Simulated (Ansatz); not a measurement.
# GeSe2: the cost of one run

Computed with Ansatz 0.2.0 (DFT PBEsol, scalar-relativistic, plane waves, PAW, unless a step's input says otherwise).

**1. The starting structure**

The structure is monoclinic, space group C2 (No. 5). Conventional cell: a = 7.788 Å, b = 9.937 Å, c = 24.993 Å, α = 90.00°, β = 90.00°, γ = 90.00°. Around Se (site symmetry 1) lie 2 Ge at 2.35 to 2.38 Å. Around Ge (site symmetry 1) lie 3 Se at 2.35 Å. Se (site symmetry 1) is surrounded by 1 Ge at 2.35 Å. Ge (site symmetry 1) is surrounded by 4 Se at 2.38 Å. Ge (site symmetry 2) is surrounded by 4 Se at 2.35 Å.

As a file:

```cif
data_structure
_symmetry_space_group_name_H-M 'C2'
_symmetry_Int_Tables_number 5
_cell_length_a 7.7885
_cell_length_b 9.9374
_cell_length_c 24.9926
_cell_angle_alpha 90.000
_cell_angle_beta 90.000
_cell_angle_gamma 90.000
_cell_volume 1934.36
loop_
_atom_site_label
_atom_site_type_symbol
_atom_site_symmetry_multiplicity
_atom_site_Wyckoff_symbol
_atom_site_fract_x
_atom_site_fract_y
_atom_site_fract_z
_atom_site_occupancy
Se1 Se 4 c 0.75310 0.62820 0.34010 1
Ge1 Ge 4 c 0.00000 0.00000 0.34418 1
Se2 Se 4 c 0.24690 0.62820 0.34827 1
Se3 Se 4 c 0.98690 0.37180 0.42113 1
Ge2 Ge 4 c 0.25000 0.25000 0.42209 1
Se4 Se 4 c 0.01310 0.87180 0.42306 1
Se5 Se 4 c 0.25310 0.62820 0.49592 1
Ge3 Ge 2 b 0.00000 0.50000 0.50000 1
```

Slab cut from the bulk at the bulk's listed lattice constants, lower half held.

**2. Relaxing the atoms**

input.yaml reads:

```yaml
crystal:
  lattice:
    - [6.31293564, 0.0, 0.0]
    - [1.50845876, 6.13006595, 0.0]
    - [0.0, 0.0, 24.9925568848]
  atoms:
    - { symbol: Se, position: [0.6187, 0.1249, 0.3401012565] }
    - { symbol: Ge, position: [0.0, 0.0, 0.3441836465] }
    - { symbol: Se, position: [0.1249, 0.6187, 0.3482660261] }
    - { symbol: Se, position: [0.6413, 0.6151, 0.4211257562] }
    - { symbol: Ge, position: [0.5, 0.0, 0.4220918232] }
    - { symbol: Se, position: [0.1151, 0.1413, 0.4230578799] }
    - { symbol: Se, position: [0.1187, 0.6249, 0.49591761] }
    - { symbol: Ge, position: [0.5, 0.5, 0.5] }
    - { symbol: Se, position: [0.6249, 0.1187, 0.50408239] }
    - { symbol: Se, position: [0.1413, 0.1151, 0.5769421201] }
    - { symbol: Ge, position: [0.0, 0.5, 0.5779081768] }
    - { symbol: Se, position: [0.6151, 0.6413, 0.5788742438] }
    - { symbol: Se, position: [0.6187, 0.1249, 0.6517339739] }
    - { symbol: Ge, position: [0.0, 0.0, 0.6558163535] }
    - { symbol: Se, position: [0.1249, 0.6187, 0.6598987435] }
basis:
  ecutwfc: 420.0
  fft_grid_basis: typed
kpoints:
  mp_grid: { grid: [4, 4, 1] }
hamiltonian:
  xc: pbesol
  pseudopotentials: { kind: paw }
scf:
  occupations: { method: gaussian, width: 0.05 }
output:
  forces: true
  eigenvalues: true
efield:
  axis: 3
  dipole_correction: true
  ramp_width: 0.04
relax:
  adjacent_minimum: "off"
  f_tol: 0.04
  max_steps: 40
  constraints: [{ sites: [0, 1, 2, 3, 4, 5] }]
```

Command:

```bash
$ ansatz run input.yaml --threads 4 --pin off --max-ram 8847MiB --backend cpu --events-out ev --progress --plain --runs-dir out
```

What time and memory should one allow on 4 threads of Arm Neoverse V1, shared host?

About 13 min, with a peak of 3 GiB.
